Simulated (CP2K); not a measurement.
Runs of CP2K 2026.2 on SnSe. Symmetry: F-43m, No. 216, cubic system. Conventional cell: a = 6.782 Å, b = 6.782 Å, c = 6.782 Å, α = 90.00°, β = 90.00°, γ = 90.00°. Sn (site symmetry -43m) is surrounded by 4 Se at 2.94 Å. Se (site symmetry -43m) has 4 Sn at 2.94 Å as nearest neighbours. The cell was built by a generator and needn't be a form met in nature.

```tsv
potentials or basis	ADDED_MOS	gap on the mesh (eV)	pressure (GPa)
POTENTIAL_UZH Sn GTH-PBE-q4, Se GTH-PBE-q6; TZV2P-MOLOPT-PBE-GTH basis	[10]	(a)	0.3
GTH_POTENTIALS Sn GTH-PBE-q4, Se GTH-PBE-q6; SZV-MOLOPT-SR-GTH basis	[3]	0.53	2.9
POTENTIAL_UZH Sn GTH-PBE-q4, Se GTH-PBE-q6; DZVP-MOLOPT-PBE-GTH basis	[10]	0.25	0.4
GTH_POTENTIALS Sn GTH-PBE-q4, Se GTH-PBE-q6; TZVP-MOLOPT-SR-GTH basis	[10]	0.30	0.5
GTH_POTENTIALS Sn GTH-PBE-q4, Se GTH-PBE-q6; DZVP-MOLOPT-SR-GTH basis	[10]	0.26	0.3
POTENTIAL_UZH Sn GTH-PBE-q4, Se GTH-PBE-q6; ccGRB-D basis	[10]	(b)	1.0
POTENTIAL_UZH Sn GTH-PBE-q4, Se GTH-PBE-q6; TZVP-MOLOPT-PBE-GTH basis	[10]	0.26	0.4
```

Alike in all rows: task single point; level PBE; no spin polarisation; cell as given; k mesh 7 × 7 × 7; smearing fermi-dirac 0.05 eV.

Q: Estimate the missing entries.

A: (a) 0.24; (b) 0.21.

Caveats: spin-orbit coupling is left out, which moves the levels of the heavy elements; an odd mesh through Γ misses points on the zone boundary, where band edges often lie; the basis of atomic orbitals isn't converged, which shifts pressures, moduli and gaps; a minimal basis gives rough bond lengths, pressures and levels (some runs).

A k mesh can miss the band edges, and the runs leave out spin-orbit coupling on Se, Sn.
